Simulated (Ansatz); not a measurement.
One crystal and one scan (frozen-phonon scan) at two levels, r2SCAN (plane waves to 500 eV, PAW, scalar-relativistic; Ansatz, a first-principles code) and PBE (plane waves to 420 eV, PAW, scalar-relativistic; Ansatz), each from its own relaxed cell and on its own mesh. The cell shown is that of r2SCAN.

Starting cell, Li$_{3}$N (Li3N type, space group P6/mmm):

```xyz
4
Lattice="3.6098 0.0000 0.0000 -1.8049 3.1262 0.0000 0.0000 0.0000 3.8558" Properties=species:S:1:pos:R:3 pbc="T T T"
Li     0.0000     0.0000     1.9279
Li     0.0000     2.0841     0.0000
Li     1.8049     1.0421     0.0000
N      0.0000     0.0000     0.0000
```

A phonon eigenvector at Γ is frozen into this cell: atom i moves by Q times the vector below, so Q is the largest atomic displacement, in Å. The cell is held.

```
atom      x      y       z
----  -----  -----  ------
Li1   0.000  0.000  -1.000
Li2   0.000  0.000   0.027
Li3   0.000  0.000   0.027
N4    0.000  0.000   0.468
```

Li3N was relaxed with its symmetry unable to fall. Percentages come from the unrounded values. Both scans cover Q from -0.100 to 0.100 Å.

Results of r2SCAN:

* **Lattice constant a (Å)**: 3.610
* **Lattice constant c (Å)**: 3.856
* **Relaxed volume (Å³/atom)**: 10.88
* **Energy at Q = 0.100 Å (meV/cell)**: 89.2
* **Harmonic wavenumber from the curvature (finite differences) (cm⁻¹ (negative: imaginary))**: 682
* **Space group of the distorted cell**: P6mm (No. 183), lowered from P6/mmm
* **Symmetry of the curve**: even: the same for both signs
* **Shape of the curve**: a single well with its minimum at or next to zero displacement

**Question.** What does PBE give for the same quantities?

**Answer.** 
| quantity | PBE | r2SCAN − PBE |
|---|---|---|
| Lattice constant a (Å) | 3.634 | -0.024 (-0.7 %) |
| Lattice constant c (Å) | 3.865 | -0.009 (-0.2 %) |
| Relaxed volume (Å³/atom) | 11.05 | -0.17 (-1.6 %) |
| Energy at Q = 0.100 Å (meV/cell) | 85.7 | +3.5 (+4.0 %) |
| Harmonic wavenumber from the curvature (finite differences) (cm⁻¹ (negative: imaginary)) | 667 | +15 (+2.2 %) |

r2SCAN gives the higher value for: energy at Q = 0.100 Å; harmonic wavenumber from the curvature. r2SCAN gives the lower value for: lattice constant a; lattice constant c; relaxed volume. Both give the same space group of the distorted cell: P6mm (No. 183), lowered from P6/mmm. Neither level is exact: the differences show how much the result hangs on the functional.

(For displaced atoms, the force is minus the slope of the energy, and its curvature is a force constant, which sets phonon frequencies.)
